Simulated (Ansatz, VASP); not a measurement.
# Cu in VASP and in Ansatz

```
CELL_PARAMETERS angstrom
0.00000 1.78660 1.78660
1.78660 0.00000 1.78660
1.78660 1.78660 0.00000
ATOMIC_POSITIONS crystal
Cu 0.00000 0.00000 0.00000
```

Alike in both runs: functional PBE; k mesh 10 × 10 × 10; occupations gaussian, width 0.1 eV; no spin polarisation.

Ansatz relaxed the structure, and its values are those at the end. VASP's run is a single point on that final structure, the one shown.

```csv
,VASP,Ansatz
version,VASP 6.6.1,Ansatz 0.2.0
potentials or method,"VASP PAW PBE potentials, release 64 (Cu)","scalar-relativistic, plane waves, PAW"
plane-wave cutoff (eV),520,420
valence electrons in the cell,11,19
```

|  | VASP | Ansatz | Ansatz less VASP |
| --- | --- | --- | --- |
| gap on the k mesh at the Fermi level (eV) | none | none | - |
| pressure (GPa) | 8.2 | 7.5 | -0.66 |

A gap of «none» marks a metal or a gap that the smearing closes. The two sets of potentials don't hold the same shells in valence.
